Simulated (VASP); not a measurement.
# CdSe (Cadmoselite) (P6_3mc) in VASP: notebook, part 2 of 2

VASP 6.6.1. The steps go on from the part before.

## (4) Single point, PBE, spin-orbit coupling, no magnetisation

Contents of INCAR:

```
  PREC = Accurate
  ENCUT = 600
  EDIFF = 1E-7
  ISMEAR = 0
  SIGMA = 0.02
  LREAL = F
  LASPH = T
  NELM = 100
  ALGO = Normal
  ISIF = 2
  LWAVE = F
  LCHARG = F
  MAGMOM = 0 0 0 0 0 0 0 0 0 0 0 0
  LORBIT = 11
  LSORBIT = T
  GGA_COMPAT = F
  GGA = PE
  NBANDS = 52
```

Contents of KPOINTS:

```
regular mesh
0
Gamma
  6 6 4
```

Contents of POSCAR:

```
CdSe
1.0
    4.3000000000      0.0000000000      0.0000000000
   -2.1500000000      3.7239092363      0.0000000000
    0.0000000000      0.0000000000      7.0200000000
Cd Se
2 2
Direct
    0.6666666667      0.3333333333      0.5000000000
    0.3333333333      0.6666666667      0.0000000000
    0.6666666667      0.3333333333      0.8850000000
    0.3333333333      0.6666666667      0.3850000000
```

Potentials or basis: VASP PAW PBE potentials, release 64 (Cd, Se).

Started as:

```sh
cat potpaw_PBE.64/Cd/POTCAR potpaw_PBE.64/Se/POTCAR > POTCAR
mpirun -np 1 vasp_ncl > vasp.out
```

OUTCAR:

```text
PREC = Accurate
   ENCUT = 600
   EDIFF = 1E-7
   ISMEAR = 0
   LREAL = F
   LASPH = T
   NELM = 100
   ISIF = 2
   LORBIT = 11
   LSORBIT = T
   GGA = PE

 Found     28 irreducible k-points:

 Following reciprocal coordinates:
            Coordinates               Weight
  0.000000  0.000000  0.000000      1.000000
  0.166667 -0.000000  0.000000      6.000000
  0.333333 -0.000000  0.000000      6.000000
  0.500000 -0.000000  0.000000      3.000000
  0.166667  0.166667  0.000000      6.000000
  0.333333  0.166667  0.000000     12.000000
   k-points           NKPTS =     28   k-points in BZ     NKDIM =     28   number of bands    NBANDS=     52
   number of dos      NEDOS =    301   number of ions     NIONS =      4
[... 500 lines left out ...]
     0.0000000     0.0000000     0.0000000     0.0000000     0.0000000     0.0000000     0.0000000
     0.0000000     0.0000000     0.0000000     0.0000000     0.0000000     0.0000000     0.0000000
     0.0000000     0.0000000     0.0000000     0.0000000     0.0000000     0.0000000     0.0000000

 total charge

# of ion       s       p       d       tot
------------------------------------------
    1        0.445   0.316   9.556  10.317
    2        0.445   0.316   9.556  10.317
    3        1.443   2.400   0.023   3.866
    4        1.443   2.400   0.023   3.866
--------------------------------------------------
tot          3.775   5.433  19.158  28.367

 magnetization (x)

# of ion       s       p       d       tot
------------------------------------------
    1       -0.000   0.000   0.000   0.000
    2       -0.000  -0.000  -0.000  -0.000
    3        0.000   0.000  -0.000  -0.000
    4        0.000   0.000   0.000   0.000
--------------------------------------------------
tot         -0.000   0.000  -0.000  -0.000

 magnetization (y)

# of ion       s       p       d       tot
------------------------------------------
    1        0.000   0.000   0.000   0.000
    2        0.000   0.000   0.000   0.000
    3        0.000   0.000   0.000   0.000
    4        0.000   0.000   0.000   0.000
--------------------------------------------------
tot          0.000   0.000   0.000   0.000

 magnetization (z)

# of ion       s       p       d       tot
------------------------------------------
    1        0.000  -0.000  -0.000  -0.000
    2        0.000  -0.000  -0.000  -0.000
    3        0.000   0.000   0.000   0.000
    4        0.000   0.000   0.000   0.000
--------------------------------------------------
tot          0.000  -0.000  -0.000   0.000
```

OSZICAR:

```text
N       E                     dE             d eps       ncg     rms          rms(c)
DAV:   1     0.271949040055E+03    0.27195E+03   -0.18163E+04  2912   0.140E+03
DAV:   2     0.522542426959E+01   -0.26672E+03   -0.25566E+03  3236   0.336E+02
DAV:   3    -0.115620959917E+02   -0.16788E+02   -0.16659E+02  3424   0.825E+01
DAV:   4    -0.117517566520E+02   -0.18966E+00   -0.18935E+00  3196   0.820E+00
DAV:   5    -0.117529903840E+02   -0.12337E-02   -0.12337E-02  3216   0.631E-01    0.907E+00
DAV:   6    -0.110303754337E+02    0.72261E+00   -0.11437E+00  3380   0.111E+01    0.707E+00
DAV:   7    -0.110004097462E+02    0.29966E-01   -0.57391E-01  3108   0.394E+00    0.267E+00
DAV:   8    -0.109976805195E+02    0.27292E-02   -0.59057E-02  3024   0.246E+00    0.756E-01
DAV:   9    -0.109977341665E+02   -0.53647E-04   -0.39897E-03  3156   0.537E-01    0.248E-01
DAV:  10    -0.109980067244E+02   -0.27256E-03   -0.15622E-03  3012   0.388E-01    0.654E-02
DAV:  11    -0.109981864523E+02   -0.17973E-03   -0.54897E-04  3052   0.269E-01    0.676E-02
DAV:  12    -0.109981922878E+02   -0.58356E-05   -0.77780E-05  3120   0.671E-02    0.126E-02
DAV:  13    -0.109981879222E+02    0.43656E-05   -0.14853E-05  3144   0.273E-02    0.468E-03
DAV:  14    -0.109981888772E+02   -0.95500E-06   -0.40026E-06  3024   0.117E-02    0.339E-03
DAV:  15    -0.109981889670E+02   -0.89785E-07   -0.17405E-07  2764   0.401E-03
   1 F= -.10998189E+02 E0= -.10998189E+02  d E =-.293369E-17  mag=     0.0000     0.0000    -0.0000
```

stdout:

```text
POSCAR found type information on POSCAR CdSe
 POSCAR found :  2 types and       4 ions
 scaLAPACK will be used
 LDA part: xc-table for (Slater+PW92), standard interpolation
 POSCAR, INCAR and KPOINTS ok, starting setup
 FFT: planning ... GRIDC
 FFT: planning ... GRID_SOFT
 FFT: planning ... GRID
 WAVECAR not read
 entering main loop
```

It took 6.9 min on 1 thread of Intel Xeon 6975P-C (Granite Rapids), shared host; peak memory 0.68 GiB.

These settings aren't checked as converged: the numbers below hold their error.

Results:

```yaml
Free_energy: -10.9982 eV
Pressure: 3.3 GPa
Largest_force: 0.292 eV/Å
Valence_electrons_inside_the_program's_atomic_spheres: Cd 10.32; Se 3.87
```

## (5) Single point, LDA (grid = ENCUT=650 dk=0.35 cell=2x2x2 ISMEAR=0 SIGMA=0.05 LREAL=Auto EDIFF=1e-07)

Contents of INCAR:

```
SYSTEM = CdSe
ALGO = Fast
EDIFF = 1E-7
ENCUT = 650
GGA = CA
ISIF = 2
ISMEAR = 0
LASPH = .TRUE.
LCHARG = .FALSE.
LREAL = Auto
LWAVE = .FALSE.
NBANDS = 154
NELM = 120
PREC = Accurate
SIGMA = 0.05
```

Contents of KPOINTS:

```
k-points
0
G
  3 3 2
  0 0 0
```

Contents of POSCAR:

```
CdSe
1.0
    8.6000000000      0.0000000000      0.0000000000
   -4.3000000000      7.4478184726      0.0000000000
    0.0000000000      0.0000000000     14.0400000000
Cd Se
16 16
Direct
    0.3333333334      0.1666666666      0.2500000000
    0.3333333334      0.1666666666      0.7500000000
    0.3333333334      0.6666666666      0.2500000000
    0.3333333334      0.6666666666      0.7500000000
    0.8333333333      0.1666666666      0.2500000000
    0.8333333333      0.1666666666      0.7500000000
    0.8333333333      0.6666666666      0.2500000000
    0.8333333333      0.6666666666      0.7500000000
    0.1666666666      0.3333333334      0.0000000000
    0.1666666666      0.3333333334      0.5000000000
    0.1666666666      0.8333333333      0.0000000000
    0.1666666666      0.8333333333      0.5000000000
    0.6666666666      0.3333333334      0.0000000000
    0.6666666666      0.3333333334      0.5000000000
    0.6666666666      0.8333333333      0.0000000000
    0.6666666666      0.8333333333      0.5000000000
    0.3333333334      0.1666666666      0.4425000000
    0.3333333334      0.1666666666      0.9425000000
    0.3333333334      0.6666666666      0.4425000000
    0.3333333334      0.6666666666      0.9425000000
    0.8333333333      0.1666666666      0.4425000000
    0.8333333333      0.1666666666      0.9425000000
    0.8333333333      0.6666666666      0.4425000000
    0.8333333333      0.6666666666      0.9425000000
    0.1666666666      0.3333333334      0.1925000000
    0.1666666666      0.3333333334      0.6925000000
    0.1666666666      0.8333333333      0.1925000000
    0.1666666666      0.8333333333      0.6925000000
    0.6666666666      0.3333333334      0.1925000000
    0.6666666666      0.3333333334      0.6925000000
    0.6666666666      0.8333333333      0.1925000000
    0.6666666666      0.8333333333      0.6925000000
```

Potentials or basis: VASP PAW LDA potentials, release 64 (Cd, Se).

Started as:

```sh
cat potpaw_LDA.64/Cd/POTCAR potpaw_LDA.64/Se/POTCAR > POTCAR
mpirun -np 1 vasp_std > vasp.out
```

Run time: 22 min. Hardware: 1 thread of Intel Xeon 6975P-C (Granite Rapids), shared host; peak memory 1.3 GiB.

It converged, with:

```yaml
Free_energy: -107.8569 eV
Pressure: -1.4 GPa
Largest_force: 0.266 eV/Å
Band_gap_on_the_k_mesh: 0.46 eV
```

Forces on the atoms (eV/Å):
```
Cd   0.000  0.000  0.266
Cd   0.000  0.000  0.266
Cd   0.000  0.000  0.266
Cd   0.000  0.000  0.266
Cd   0.000  0.000  0.266
Cd   0.000  0.000  0.266
Cd   0.000  0.000  0.266
Cd   0.000  0.000  0.266
Cd   0.000  0.000  0.266
Cd   0.000  0.000  0.266
Cd   0.000  0.000  0.266
Cd   0.000  0.000  0.266
Cd   0.000  0.000  0.266
Cd   0.000  0.000  0.266
Cd   0.000  0.000  0.266
Cd   0.000  0.000  0.266
Se   0.000  0.000 -0.266
Se   0.000  0.000 -0.266
Se   0.000  0.000 -0.266
Se   0.000  0.000 -0.266
Se   0.000  0.000 -0.266
Se   0.000  0.000 -0.266
Se   0.000  0.000 -0.266
Se   0.000  0.000 -0.266
Se   0.000  0.000 -0.266
Se   0.000  0.000 -0.266
Se   0.000  0.000 -0.266
Se   0.000  0.000 -0.266
Se   0.000  0.000 -0.266
Se   0.000  0.000 -0.266
Se   0.000  0.000 -0.266
Se   0.000  0.000 -0.266
```

Stress tensor (GPa, compression positive):
```
-0.82  0.00  0.00
 0.00 -0.82  0.00
 0.00  0.00 -2.54
```

Levels at points of the mesh, in eV from the valence-band top:
```tsv
k point	band 141	band 142	band 143	band 144	band 145	band 146	band 147	band 148
(0.00, 0.00, 0.00)	-0.38	-0.01	0.00	0.00	0.46	1.92	2.15	2.15
(0.00, 0.00, 0.50)	-0.12	-0.12	-0.12	-0.12	1.55	1.55	2.02	2.02
```
